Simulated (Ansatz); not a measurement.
input.yaml

```yaml
crystal:
  lattice:
    - [2.7987936483, 0.0, 0.0]
    - [0.0, 7.8207117874, 0.0]
    - [0.0, 0.0, 24.0305801114]
  atoms:
    - { symbol: Ti, position: [0.0, 0.5, 0.3121023282] }
    - { symbol: Ti, position: [0.5, 0.1666666667, 0.3121023282] }
    - { symbol: Ti, position: [0.5, 0.8333333333, 0.3121023282] }
    - { symbol: Ti, position: [0.0, 0.0, 0.4060511641] }
    - { symbol: Ti, position: [0.5, 0.6666666667, 0.4060511641] }
    - { symbol: Ti, position: [0.5, 0.3333333333, 0.4060511641] }
    - { symbol: Ti, position: [0.0, 0.5, 0.5] }
    - { symbol: Ti, position: [0.5, 0.1666666667, 0.5] }
    - { symbol: Ti, position: [0.5, 0.8333333333, 0.5] }
    - { symbol: Ti, position: [0.0, 0.0, 0.5939488359] }
    - { symbol: Ti, position: [0.5, 0.6666666667, 0.5939488359] }
    - { symbol: Ti, position: [0.5, 0.3333333333, 0.5939488359] }
    - { symbol: Ti, position: [0.0, 0.5, 0.6878976718] }
    - { symbol: Ti, position: [0.5, 0.1666666667, 0.6878976718] }
    - { symbol: Ti, position: [0.5, 0.8333333333, 0.6878976718] }
basis:
  ecutwfc: 420
kpoints:
  mp_grid: { grid: [12, 5, 1] }
hamiltonian:
  xc: pbesol
scf:
  occupations: { method: gaussian, width: 0.1 }
output:
  forces: true
  eigenvalues: true
relax:
  adjacent_minimum: "off"
  f_tol: 0.02
  max_steps: 60
efield:
  axis: 3
  dipole_correction: true
  ramp_width: 0.04
```

Command:
```bash
ansatz run input.yaml --threads 2 --pin off --max-ram 5120MiB --backend cpu --events-out ev --progress --plain --runs-dir out
```

The calculation used Ansatz, DFT PBEsol, scalar-relativistic, plane waves, PAW.

From the run's log, abridged (iterations and final results):

```
SCF iter   1: F=—  HF=-37102.500427 eV  |F-HF|=—  |Δ(HF+E_count)|=         —  Δρ=1.11e-2  dr2=4.48e0  ethr=1.77e-3  p=0.000 e·Å  D=2.18e-13 V/Å  ΔV_dip= 0.00 eV  dr2_dipole=1.11e-10  V_vac-E_F(+/−)=4.38/4.38 eV  ⟨swp⟩=9.7  Hψ=10625  notcnv=0
efield: sawtooth ramp at fractional position 0.9800 (placed from the atoms, in the widest stretch of the axis that holds none; the zero of the levels goes with the place), width 0.0400; the density the first Hamiltonian is built on has a dipole p = 0.000 e·Å; the dipole correction subtracts the counter field D = 2.18e-13 V/Å, which shifts the + side's vacuum level by  0.00 eV against the − side's; the planar-averaged density in the ramp window peaks in size at 1.1e-4 e/Å³
SCF iter   2: F=—  HF=-37102.407116 eV  |F-HF|=—  |Δ(HF+E_count)|=   9.33e-2  Δρ=7.88e-3  dr2=1.58e0  ethr=1.77e-3  p=0.000 e·Å  D=1.18e-6 V/Å  ΔV_dip= 0.00 eV  dr2_dipole=2.25e-8  V_vac-E_F(+/−)=4.55/4.55 eV  ⟨swp⟩=2.7  Hψ=3224  notcnv=0  defer=115
SCF iter   3: F=—  HF=-37102.344678 eV  |F-HF|=—  |Δ(HF+E_count)|=   6.24e-2  Δρ=1.09e-3  dr2=1.05e-2  ethr=8.80e-4  p=0.000 e·Å  D=2.08e-6 V/Å  ΔV_dip= 0.00 eV  dr2_dipole=3.99e-11  V_vac-E_F(+/−)=4.51/4.51 eV  ⟨swp⟩=2.3  Hψ=2590  notcnv=0  defer=115
SCF iter   4: F=—  HF=-37102.347327 eV  |F-HF|=—  |Δ(HF+E_count)|=   2.65e-3  Δρ=5.55e-4  dr2=2.42e-3  ethr=5.86e-6  p=0.000 e·Å  D=6.26e-8 V/Å  ΔV_dip= 0.00 eV  dr2_dipole=7.43e-9  V_vac-E_F(+/−)=4.52/4.52 eV  ⟨swp⟩=3.8  Hψ=4314  notcnv=0  defer=115
SCF iter   5: F=—  HF=-37102.347028 eV  |F-HF|=—  |Δ(HF+E_count)|=   3.00e-4  Δρ=1.71e-4  dr2=1.46e-4  ethr=1.35e-6  p=0.000 e·Å  D=2.70e-7 V/Å  ΔV_dip= 0.00 eV  dr2_dipole=5.32e-11  V_vac-E_F(+/−)=4.52/4.52 eV  ⟨swp⟩=2.0  Hψ=2823  notcnv=0  defer=115
SCF iter   6: F=—  HF=-37102.347095 eV  |F-HF|=—  |Δ(HF+E_count)|=   6.72e-5  Δρ=9.32e-5  dr2=7.59e-5  ethr=8.12e-8  p= 0.000 e·Å  D=-4.33e-8 V/Å  ΔV_dip=0.00 eV  dr2_dipole=8.92e-11  V_vac-E_F(+/−)=4.52/4.52 eV  ⟨swp⟩=2.6  Hψ=3046  notcnv=0  defer=115
SCF iter   7: F=—  HF=-37102.347099 eV  |F-HF|=—  |Δ(HF+E_count)|=   3.87e-6  Δρ=3.84e-5  dr2=1.27e-5  ethr=4.22e-8  p= 0.000 e·Å  D=-4.03e-8 V/Å  ΔV_dip=0.00 eV  dr2_dipole=2.11e-11  V_vac-E_F(+/−)=4.52/4.52 eV  ⟨swp⟩=2.0  Hψ=2705  notcnv=0  defer=115
SCF iter   8: F=-37102.347101 eV  HF=-37102.347101 eV  |F-HF|=9.35e-8  |Δ(HF+E_count)|=   2.71e-6  Δρ=1.23e-5  dr2=9.94e-7  ethr=5.56e-9  p= 0.000 e·Å  D=-1.22e-7 V/Å  ΔV_dip=0.00 eV  dr2_dipole=1.04e-11  V_vac-E_F(+/−)=4.52/4.52 eV  ⟨swp⟩=23.7  Hψ=10100  notcnv=0
SCF 1 converged in 8 iterations: F = -37102.347101 eV  dr2 = 9.94e-7
relax step   1: F+E_penalty+E_count = -37102.34710133 eV  Δ(F+E_penalty+E_count) = +0.000e0 eV  max|allowed force component| = 5.163e-1 eV/Å  Δτ_max = 0.0000 Å  (8 SCF iters, dr2 threshold 1.00e-5 eV, accepted)
Initial density: handed on by an earlier stage of this run
Initial wavefunctions: those handed on with the density
SCF iter   1: F=—  HF=-37102.923291 eV  |F-HF|=—  |Δ(HF+E_count)|=         —  Δρ=1.45e-2  dr2=4.87e0  ethr=2.67e-3  p= 0.000 e·Å  D=-1.22e-7 V/Å  ΔV_dip=0.00 eV  dr2_dipole=1.56e-11  V_vac-E_F(+/−)=4.56/4.56 eV  ⟨swp⟩=1.0  Hψ=7931  notcnv=0  defer=17
efield: sawtooth ramp at fractional position 0.9800 (handed on by an earlier solve), width 0.0400; the density the first Hamiltonian is built on has a dipole p =  0.000 e·Å; the dipole correction subtracts the counter field D = -1.22e-7 V/Å, which shifts the + side's vacuum level by +0.00 eV against the − side's; the planar-averaged density in the ramp window peaks in size at 4.0e-6 e/Å³
SCF iter   2: F=—  HF=-37102.715663 eV  |F-HF|=—  |Δ(HF+E_count)|=   2.08e-1  Δρ=1.06e-2  dr2=2.42e0  ethr=2.67e-3  p=0.000 e·Å  D=1.46e-6 V/Å  ΔV_dip= 0.00 eV  dr2_dipole=1.22e-8  V_vac-E_F(+/−)=4.32/4.32 eV  ⟨swp⟩=3.0  Hψ=4009  notcnv=0  defer=41
SCF iter   3: F=—  HF=-37102.530378 eV  |F-HF|=—  |Δ(HF+E_count)|=   1.85e-1  Δρ=1.83e-3  dr2=3.93e-2  ethr=1.35e-3  p= 0.000 e·Å  D=-4.10e-7 V/Å  ΔV_dip=0.00 eV  dr2_dipole=6.62e-10  V_vac-E_F(+/−)=4.45/4.45 eV  ⟨swp⟩=2.1  Hψ=3280  notcnv=0  defer=109
SCF iter   4: F=—  HF=-37102.525994 eV  |F-HF|=—  |Δ(HF+E_count)|=   4.38e-3  Δρ=7.14e-4  dr2=3.83e-3  ethr=2.18e-5  p=0.000 e·Å  D=4.74e-7 V/Å  ΔV_dip= 0.00 eV  dr2_dipole=3.37e-10  V_vac-E_F(+/−)=4.45/4.45 eV  ⟨swp⟩=3.0  Hψ=4168  notcnv=0  defer=109
SCF iter   5: F=—  HF=-37102.526393 eV  |F-HF|=—  |Δ(HF+E_count)|=   3.99e-4  Δρ=3.08e-4  dr2=7.78e-4  ethr=2.13e-6  p=0.000 e·Å  D=9.37e-8 V/Å  ΔV_dip= 0.00 eV  dr2_dipole=4.55e-10  V_vac-E_F(+/−)=4.46/4.46 eV  ⟨swp⟩=2.1  Hψ=3649  notcnv=0  defer=109
SCF iter   6: F=—  HF=-37102.526532 eV  |F-HF|=—  |Δ(HF+E_count)|=   1.39e-4  Δρ=1.36e-4  dr2=1.45e-4  ethr=4.32e-7  p=0.000 e·Å  D=4.12e-8 V/Å  ΔV_dip= 0.00 eV  dr2_dipole=1.73e-10  V_vac-E_F(+/−)=4.47/4.47 eV  ⟨swp⟩=2.0  Hψ=2803  notcnv=0  defer=109
SCF iter   7: F=—  HF=-37102.526576 eV  |F-HF|=—  |Δ(HF+E_count)|=   4.43e-5  Δρ=6.81e-5  dr2=4.27e-5  ethr=8.07e-8  p= 0.000 e·Å  D=-6.47e-9 V/Å  ΔV_dip=0.00 eV  dr2_dipole=2.82e-11  V_vac-E_F(+/−)=4.47/4.47 eV  ⟨swp⟩=2.6  Hψ=2832  notcnv=0  defer=109
SCF iter   8: F=-37102.526579 eV  HF=-37102.526580 eV  |F-HF|=5.03e-7  |Δ(HF+E_count)|=   3.27e-6  Δρ=2.04e-5  dr2=4.59e-6  ethr=9.26e-9  p=0.000 e·Å  D=2.01e-8 V/Å  ΔV_dip= 0.00 eV  dr2_dipole=1.49e-12  V_vac-E_F(+/−)=4.48/4.48 eV  ⟨swp⟩=15.8  Hψ=10744  notcnv=0
SCF 2 converged in 8 iterations: F = -37102.526579 eV  dr2 = 4.59e-6
relax step   2: F+E_penalty+E_count = -37102.52657919 eV  Δ(F+E_penalty+E_count) = -1.795e-1 eV  max|allowed force component| = 3.275e-1 eV/Å  Δτ_max = 0.1959 Å  (8 SCF iters, dr2 threshold 1.67e-5 eV, accepted)
SCF iter   1: F=—  HF=-37102.581115 eV  |F-HF|=—  |Δ(HF+E_count)|=         —  Δρ=4.79e-3  dr2=9.74e-1  ethr=1.94e-3  p=0.000 e·Å  D=2.01e-8 V/Å  ΔV_dip= 0.00 eV  dr2_dipole=1.70e-9  V_vac-E_F(+/−)=4.46/4.46 eV  ⟨swp⟩=3.3  Hψ=3832  notcnv=0  defer=110
efield: sawtooth ramp at fractional position 0.9800 (handed on by an earlier solve), width 0.0400; the density the first Hamiltonian is built on has a dipole p = 0.000 e·Å; the dipole correction subtracts the counter field D = 2.01e-8 V/Å, which shifts the + side's vacuum level by  0.00 eV against the − side's; the planar-averaged density in the ramp window peaks in size at 1.7e-6 e/Å³
SCF iter   2: F=—  HF=-37102.554723 eV  |F-HF|=—  |Δ(HF+E_count)|=   2.64e-2  Δρ=2.98e-3  dr2=2.18e-1  ethr=5.41e-4  p= 0.000 e·Å  D=-1.56e-7 V/Å  ΔV_dip=0.00 eV  dr2_dipole=1.42e-9  V_vac-E_F(+/−)=4.48/4.48 eV  ⟨swp⟩=2.0  Hψ=2837  notcnv=0  defer=117
SCF iter   3: F=—  HF=-37102.547426 eV  |F-HF|=—  |Δ(HF+E_count)|=   7.30e-3  Δρ=6.79e-4  dr2=9.65e-3  ethr=1.21e-4  p=0.000 e·Å  D=4.32e-8 V/Å  ΔV_dip= 0.00 eV  dr2_dipole=1.29e-9  V_vac-E_F(+/−)=4.48/4.48 eV  ⟨swp⟩=2.0  Hψ=2505  notcnv=0  defer=117
SCF iter   4: F=—  HF=-37102.546772 eV  |F-HF|=—  |Δ(HF+E_count)|=   6.54e-4  Δρ=1.93e-4  dr2=6.17e-4  ethr=5.36e-6  p= 0.000 e·Å  D=-1.90e-7 V/Å  ΔV_dip=0.00 eV  dr2_dipole=2.34e-11  V_vac-E_F(+/−)=4.48/4.48 eV  ⟨swp⟩=2.8  Hψ=2897  notcnv=0  defer=117
SCF iter   5: F=—  HF=-37102.546664 eV  |F-HF|=—  |Δ(HF+E_count)|=   1.08e-4  Δρ=6.42e-5  dr2=4.42e-5  ethr=3.43e-7  p= 0.000 e·Å  D=-8.67e-9 V/Å  ΔV_dip=0.00 eV  dr2_dipole=3.30e-11  V_vac-E_F(+/−)=4.49/4.49 eV  ⟨swp⟩=2.3  Hψ=2943  notcnv=0  defer=115
SCF iter   6: F=—  HF=-37102.546670 eV  |F-HF|=—  |Δ(HF+E_count)|=   5.56e-6  Δρ=2.57e-5  dr2=7.86e-6  ethr=3.72e-9  p= 0.000 e·Å  D=-4.59e-8 V/Å  ΔV_dip=0.00 eV  dr2_dipole=2.44e-11  V_vac-E_F(+/−)=4.49/4.49 eV  ⟨swp⟩=14.7  Hψ=11032  notcnv=0
SCF iter   7: F=-37102.546671 eV  HF=-37102.546672 eV  |F-HF|=1.25e-6  |Δ(HF+E_count)|=   2.48e-6  Δρ=1.51e-5  dr2=2.75e-6  ethr=3.72e-9  p= 0.000 e·Å  D=-9.79e-9 V/Å  ΔV_dip=0.00 eV  dr2_dipole=1.23e-11  V_vac-E_F(+/−)=4.49/4.49 eV  ⟨swp⟩=6.0  Hψ=7885  notcnv=0
SCF 3 converged in 7 iterations: F = -37102.546671 eV  dr2 = 2.75e-6
relax step   3: F+E_penalty+E_count = -37102.54667112 eV  Δ(F+E_penalty+E_count) = -2.009e-2 eV  max|allowed force component| = 4.689e-2 eV/Å  Δτ_max = 0.0628 Å  (7 SCF iters, dr2 threshold 6.70e-6 eV, accepted)
SCF iter   1: F=—  HF=-37102.577918 eV  |F-HF|=—  |Δ(HF+E_count)|=         —  Δρ=5.17e-3  dr2=1.51e0  ethr=8.02e-4  p= 0.000 e·Å  D=-9.79e-9 V/Å  ΔV_dip=0.00 eV  dr2_dipole=4.81e-12  V_vac-E_F(+/−)=4.50/4.50 eV  ⟨swp⟩=1.0  Hψ=5840  notcnv=0  defer=108
efield: sawtooth ramp at fractional position 0.9800 (handed on by an earlier solve), width 0.0400; the density the first Hamiltonian is built on has a dipole p =  0.000 e·Å; the dipole correction subtracts the counter field D = -9.79e-9 V/Å, which shifts the + side's vacuum level by +0.00 eV against the − side's; the planar-averaged density in the ramp window peaks in size at 4.1e-6 e/Å³
SCF iter   2: F=—  HF=-37102.556803 eV  |F-HF|=—  |Δ(HF+E_count)|=   2.11e-2  Δρ=3.39e-3  dr2=3.42e-1  ethr=8.02e-4  p= 0.000 e·Å  D=-2.02e-7 V/Å  ΔV_dip=0.00 eV  dr2_dipole=1.93e-11  V_vac-E_F(+/−)=4.52/4.52 eV  ⟨swp⟩=2.3  Hψ=2499  notcnv=0  defer=108
SCF iter   3: F=—  HF=-37102.546634 eV  |F-HF|=—  |Δ(HF+E_count)|=   1.02e-2  Δρ=6.35e-4  dr2=4.90e-3  ethr=1.90e-4  p=0.000 e·Å  D=6.02e-8 V/Å  ΔV_dip= 0.00 eV  dr2_dipole=1.98e-11  V_vac-E_F(+/−)=4.51/4.51 eV  ⟨swp⟩=2.0  Hψ=2382  notcnv=0  defer=108
SCF iter   4: F=—  HF=-37102.546333 eV  |F-HF|=—  |Δ(HF+E_count)|=   3.01e-4  Δρ=2.60e-4  dr2=8.01e-4  ethr=2.72e-6  p= 0.000 e·Å  D=-6.27e-8 V/Å  ΔV_dip=0.00 eV  dr2_dipole=3.19e-11  V_vac-E_F(+/−)=4.51/4.51 eV  ⟨swp⟩=2.9  Hψ=2963  notcnv=0  defer=108
SCF iter   5: F=—  HF=-37102.546352 eV  |F-HF|=—  |Δ(HF+E_count)|=   1.86e-5  Δρ=9.89e-5  dr2=7.97e-5  ethr=4.45e-7  p= 0.000 e·Å  D=-6.38e-8 V/Å  ΔV_dip=0.00 eV  dr2_dipole=3.22e-11  V_vac-E_F(+/−)=4.50/4.50 eV  ⟨swp⟩=2.0  Hψ=2753  notcnv=0  defer=108
SCF iter   6: F=—  HF=-37102.546215 eV  |F-HF|=—  |Δ(HF+E_count)|=   1.36e-4  Δρ=3.99e-5  dr2=2.25e-5  ethr=4.43e-8  p= 0.000 e·Å  D=-1.51e-8 V/Å  ΔV_dip=0.00 eV  dr2_dipole=2.45e-12  V_vac-E_F(+/−)=4.50/4.50 eV  ⟨swp⟩=2.4  Hψ=2941  notcnv=0  defer=108
SCF iter   7: F=—  HF=-37102.546217 eV  |F-HF|=—  |Δ(HF+E_count)|=   1.64e-6  Δρ=1.58e-5  dr2=2.94e-6  ethr=1.25e-8  p= 0.000 e·Å  D=-2.27e-8 V/Å  ΔV_dip=0.00 eV  dr2_dipole=2.64e-12  V_vac-E_F(+/−)=4.50/4.50 eV  ⟨swp⟩=2.0  Hψ=2716  notcnv=0  defer=108
SCF iter   8: F=—  HF=-37102.546217 eV  |F-HF|=—  |Δ(HF+E_count)|=   4.18e-7  Δρ=4.71e-6  dr2=3.13e-7  ethr=1.63e-9  p= 0.000 e·Å  D=-2.84e-9 V/Å  ΔV_dip=0.00 eV  dr2_dipole=4.74e-13  V_vac-E_F(+/−)=4.49/4.49 eV  ⟨swp⟩=2.5  Hψ=2915  notcnv=0  defer=108
SCF iter   9: F=-37102.546217 eV  HF=-37102.546217 eV  |F-HF|=1.13e-8  |Δ(HF+E_count)|=   1.20e-7  Δρ=2.39e-6  dr2=6.95e-8  ethr=5.56e-11  p= 0.000 e·Å  D=-8.13e-9 V/Å  ΔV_dip=0.00 eV  dr2_dipole=6.36e-12  V_vac-E_F(+/−)=4.49/4.49 eV  ⟨swp⟩=14.1  Hψ=10082  notcnv=0
SCF 4 converged in 9 iterations: F = -37102.546217 eV  dr2 = 6.95e-8
relax step   4: F+E_penalty+E_count = -37102.54621748 eV  Δ(F+E_penalty+E_count) = +4.536e-4 eV  max|allowed force component| = 4.543e-2 eV/Å  Δτ_max = 0.0323 Å  (9 SCF iters, rejected (line search))
SCF iter   1: F=—  HF=-37102.556588 eV  |F-HF|=—  |Δ(HF+E_count)|=         —  Δρ=2.87e-3  dr2=4.94e-1  ethr=2.89e-3  p= 0.000 e·Å  D=-8.13e-9 V/Å  ΔV_dip=0.00 eV  dr2_dipole=5.50e-11  V_vac-E_F(+/−)=4.49/4.49 eV  ⟨swp⟩=2.0  Hψ=2987  notcnv=0  defer=94
efield: sawtooth ramp at fractional position 0.9800 (handed on by an earlier solve), width 0.0400; the density the first Hamiltonian is built on has a dipole p =  0.000 e·Å; the dipole correction subtracts the counter field D = -8.13e-9 V/Å, which shifts the + side's vacuum level by +0.00 eV against the − side's; the planar-averaged density in the ramp window peaks in size at 2.6e-6 e/Å³
SCF iter   2: F=—  HF=-37102.551508 eV  |F-HF|=—  |Δ(HF+E_count)|=   5.08e-3  Δρ=1.85e-3  dr2=1.07e-1  ethr=2.75e-4  p=0.000 e·Å  D=3.53e-7 V/Å  ΔV_dip= 0.00 eV  dr2_dipole=5.67e-11  V_vac-E_F(+/−)=4.48/4.48 eV  ⟨swp⟩=1.1  Hψ=2628  notcnv=0  defer=102
SCF iter   3: F=—  HF=-37102.548523 eV  |F-HF|=—  |Δ(HF+E_count)|=   2.98e-3  Δρ=3.64e-4  dr2=1.47e-3  ethr=5.95e-5  p=0.000 e·Å  D=1.18e-7 V/Å  ΔV_dip= 0.00 eV  dr2_dipole=8.07e-11  V_vac-E_F(+/−)=4.48/4.48 eV  ⟨swp⟩=1.7  Hψ=2336  notcnv=0  defer=102
SCF iter   4: F=—  HF=-37102.548445 eV  |F-HF|=—  |Δ(HF+E_count)|=   7.81e-5  Δρ=1.52e-4  dr2=2.60e-4  ethr=8.15e-7  p=0.000 e·Å  D=8.83e-8 V/Å  ΔV_dip= 0.00 eV  dr2_dipole=2.49e-12  V_vac-E_F(+/−)=4.49/4.49 eV  ⟨swp⟩=2.6  Hψ=2926  notcnv=0  defer=102
SCF iter   5: F=—  HF=-37102.548467 eV  |F-HF|=—  |Δ(HF+E_count)|=   2.17e-5  Δρ=5.75e-5  dr2=2.85e-5  ethr=1.44e-7  p=0.000 e·Å  D=1.00e-7 V/Å  ΔV_dip= 0.00 eV  dr2_dipole=3.51e-13  V_vac-E_F(+/−)=4.49/4.49 eV  ⟨swp⟩=2.0  Hψ=2745  notcnv=0  defer=102
SCF iter   6: F=—  HF=-37102.548343 eV  |F-HF|=—  |Δ(HF+E_count)|=   1.24e-4  Δρ=2.29e-5  dr2=7.61e-6  ethr=1.58e-8  p=0.000 e·Å  D=3.53e-8 V/Å  ΔV_dip= 0.00 eV  dr2_dipole=2.64e-11  V_vac-E_F(+/−)=4.49/4.49 eV  ⟨swp⟩=2.6  Hψ=2890  notcnv=0  defer=102
SCF iter   7: F=—  HF=-37102.548343 eV  |F-HF|=—  |Δ(HF+E_count)|=   6.46e-7  Δρ=9.83e-6  dr2=1.26e-6  ethr=4.23e-9  p=0.000 e·Å  D=3.34e-8 V/Å  ΔV_dip= 0.00 eV  dr2_dipole=4.48e-13  V_vac-E_F(+/−)=4.49/4.49 eV  ⟨swp⟩=2.0  Hψ=2710  notcnv=0  defer=102
SCF iter   8: F=—  HF=-37102.548344 eV  |F-HF|=—  |Δ(HF+E_count)|=   2.13e-7  Δρ=3.26e-6  dr2=1.32e-7  ethr=6.99e-10  p=0.000 e·Å  D=7.55e-9 V/Å  ΔV_dip= 0.00 eV  dr2_dipole=9.41e-14  V_vac-E_F(+/−)=4.49/4.49 eV  ⟨swp⟩=2.3  Hψ=2803  notcnv=0  defer=102
SCF iter   9: F=-37102.548344 eV  HF=-37102.548344 eV  |F-HF|=6.29e-9  |Δ(HF+E_count)|=   3.50e-8  Δρ=1.61e-6  dr2=3.03e-8  ethr=5.56e-11  p=0.000 e·Å  D=1.03e-9 V/Å  ΔV_dip= 0.00 eV  dr2_dipole=9.43e-13  V_vac-E_F(+/−)=4.49/4.49 eV  ⟨swp⟩=12.7  Hψ=9229  notcnv=0
SCF 5 converged in 9 iterations: F = -37102.548344 eV  dr2 = 3.03e-8
relax step   5: F+E_penalty+E_count = -37102.54834368 eV  Δ(F+E_penalty+E_count) = -1.673e-3 eV  max|allowed force component| = 4.078e-3 eV/Å  Δτ_max = 0.0127 Å  (9 SCF iters, accepted)
SCF converged after 9 iterations
Free energy (F): -37102.548344 eV
Harris-Foulkes:  -37102.548344 eV  (|F-HF|=6.29e-9)
Internal energy: -37102.453803 eV  (E = F + TS)
E sigma→0 (E₀):  -37102.501073 eV
Entropy (-TS):   -0.094541 eV (-6.303 meV/atom)
Fermi energy:    4.325370 eV
Dipole field:    D = -0.000001 V/Å  (p = -0.000002 e·Å, saw-weighted, corrected)
Work function:   Φ+ = 4.4930 eV   Φ− = 4.4930 eV
Levels:          The Fermi level and band energies are counted from a zero that moves with the ramp; work functions are not
--- Per-component energies (eV) ---
  E_band       = -3943.898016
  E_kinetic    = 4097.439217
  E_local      = -170087.723569  (includes V_loc(G=0)·N_el)
  E_nonlocal   = 150.459933
  E_hartree    = 83142.061237
  E_xc         = -1448.843453
  E_vxc        = -1820.428976  (∫ρ·V_xc dr)
  E_paw        = -15343.542079  (= ΣΔE_a)
  E_vpaw       = -2567.806095  (= ΣTr[D̂ρ^β])
  E_aug_tail   = 0.001725  (compensation charges beyond the density's cutoff)
  E_efield     = 0.000000  (sawtooth field / dipole correction)
  E_vefield    = 0.000000  (∫n·V_field dr)
  E_ewald      = 62385.602422
  E_core_change = 2.090765  (= ΣΔE_core)
  E_smearing   = -0.094541  (= −TS)
--- Forces (eV/Å), atoms counted from 1 ---
  atom   1  Ti     0.00000000     0.00000000     0.00148445
  atom   2  Ti     0.00000000     0.00042415     0.00055592
  atom   3  Ti     0.00000000    -0.00042415     0.00055592
  atom   4  Ti     0.00000000     0.00000000    -0.00187507
  atom   5  Ti     0.00000000     0.00041142    -0.00310323
  atom   6  Ti     0.00000000    -0.00041142    -0.00310323
  atom   7  Ti     0.00000000     0.00000000    -0.00000253
  atom   8  Ti     0.00000000    -0.00407829    -0.00000042
  atom   9  Ti     0.00000000     0.00407829    -0.00000042
  atom  10  Ti     0.00000000     0.00000000     0.00187460
  atom  11  Ti     0.00000000     0.00041130     0.00310472
  atom  12  Ti     0.00000000    -0.00041130     0.00310472
  atom  13  Ti     0.00000000     0.00000000    -0.00148560
  atom  14  Ti     0.00000000     0.00042360    -0.00055546
  atom  15  Ti     0.00000000    -0.00042360    -0.00055546
--- Band table (eV; the first three rows and the last of 21) ---
  k-point 0: bands = ["-52.2571", "-52.2552", "-52.2454", "-52.0769", "-52.0743", "-51.9950", "-51.9912", "-51.9757", "-51.9751", "-51.8835", "-51.8301", "-51.8193", "-51.8004", "-51.7651", "-51.7283", "-28.8667", "-28.8150", "-28.7907", "-28.7752", "-28.7466", "-28.7346", "-28.6672", "-28.6661", "-28.6546", "-28.6409", "-28.6309", "-28.6098", "-28.5346", "-28.5105", "-28.4843", "-28.3765", "-28.3519", "-28.3320", "-28.3312", "-28.2429", "-28.2262", "-28.2256", "-28.1883", "-28.1880", "-28.1820", "-28.1510", "-28.1309", "-28.1308", "-28.1235", "-28.0794", "-28.0594", "-28.0565", "-28.0431", "-28.0416", "-27.9642", "-27.9621", "-27.9529", "-27.9359", "-27.9315", "-27.9173", "-27.8893", "-27.8 ...
  k-point 1: bands = ["-52.2567", "-52.2548", "-52.2453", "-52.0776", "-52.0749", "-51.9954", "-51.9915", "-51.9757", "-51.9752", "-51.8811", "-51.8329", "-51.8289", "-51.7845", "-51.7657", "-51.7324", "-28.8624", "-28.8403", "-28.8070", "-28.7903", "-28.7845", "-28.7338", "-28.6834", "-28.6644", "-28.6555", "-28.6422", "-28.5951", "-28.5824", "-28.4959", "-28.4901", "-28.4582", "-28.3862", "-28.3311", "-28.3303", "-28.3195", "-28.2443", "-28.2425", "-28.2250", "-28.1918", "-28.1912", "-28.1898", "-28.1475", "-28.1414", "-28.1284", "-28.1284", "-28.0823", "-28.0675", "-28.0565", "-28.0408", "-28.0263", "-27.9672", "-27.9647", "-27.9563", "-27.9296", "-27.9278", "-27.9193", "-27.8914", "-27.8 ...
  k-point 2: bands = ["-52.2559", "-52.2542", "-52.2451", "-52.0787", "-52.0759", "-51.9959", "-51.9919", "-51.9758", "-51.9754", "-51.8760", "-51.8470", "-51.8271", "-51.7666", "-51.7631", "-51.7441", "-28.8743", "-28.8550", "-28.8284", "-28.8203", "-28.7956", "-28.7386", "-28.7241", "-28.6848", "-28.6547", "-28.6439", "-28.5268", "-28.5076", "-28.4844", "-28.4337", "-28.4160", "-28.4091", "-28.3295", "-28.3289", "-28.2720", "-28.2678", "-28.2419", "-28.2307", "-28.2141", "-28.1971", "-28.1960", "-28.1714", "-28.1550", "-28.1250", "-28.1248", "-28.0759", "-28.0564", "-28.0497", "-28.0396", "-28.0221", "-27.9720", "-27.9686", "-27.9583", "-27.9271", "-27.9261", "-27.9164", "-27.8964", "-27.8 ...
  k-point 20: bands = ["-52.1825", "-52.1825", "-52.1796", "-51.9834", "-51.9831", "-51.9541", "-51.9540", "-51.9159", "-51.9149", "-51.8183", "-51.7862", "-51.7647", "-51.7040", "-51.7007", "-51.6816", "-28.8911", "-28.8910", "-28.7898", "-28.7780", "-28.7769", "-28.7679", "-28.7366", "-28.6932", "-28.6920", "-28.6683", "-28.6548", "-28.6455", "-28.6376", "-28.6285", "-28.6215", "-28.5624", "-28.5407", "-28.5364", "-28.5253", "-28.4883", "-28.4599", "-28.4505", "-28.4453", "-28.4270", "-28.4129", "-28.3815", "-28.3699", "-28.3640", "-28.3416", "-28.3083", "-28.2937", "-28.2860", "-28.2826", "-28.2593", "-28.2426", "-28.1289", "-28.1079", "-28.0225", "-27.9978", "-27.9746", "-27.8987", "-27. ...
--- Relaxed structure (5 steps of the walk, 4 accepted, 0 SCFs on fresh bases) ---
  F+E_penalty+E_count = -37102.54834368 eV   max|allowed force component| = 4.078e-3 eV/Å
  atoms:
    - { symbol: Ti, position: [0.0, 0.50000000, 0.31943865] }
    - { symbol: Ti, position: [0.5, 0.16531920, 0.31468495] }
    - { symbol: Ti, position: [0.5, 0.83468079, 0.31468495] }
    - { symbol: Ti, position: [0.0, 0.0, 0.40344941] }
    - { symbol: Ti, position: [0.5, 0.66711606, 0.40527953] }
    - { symbol: Ti, position: [0.5, 0.33288393, 0.40527953] }
    - { symbol: Ti, position: [0.0, 0.50000000, 0.50000002] }
    - { symbol: Ti, position: [0.5, 0.16427229, 0.50000000] }
    - { symbol: Ti, position: [0.5, 0.83572770, 0.50000000] }
    - { symbol: Ti, position: [0.0, 0.0, 0.59655059] }
    - { symbol: Ti, position: [0.5, 0.66711607, 0.59472045] }
    - { symbol: Ti, position: [0.5, 0.33288392, 0.59472045] }
    - { symbol: Ti, position: [0.0, 0.50000000, 0.68056134] }
    - { symbol: Ti, position: [0.5, 0.16531923, 0.68531502] }
    - { symbol: Ti, position: [0.5, 0.83468076, 0.68531502] }
```

The relaxation met its thresholds.

The run took 9.3 min on 2 threads of Intel(R) Xeon(R) Processor @ 2.50GHz (Skylake/Cascade Lake) (shared host), peak memory 1.5 GiB.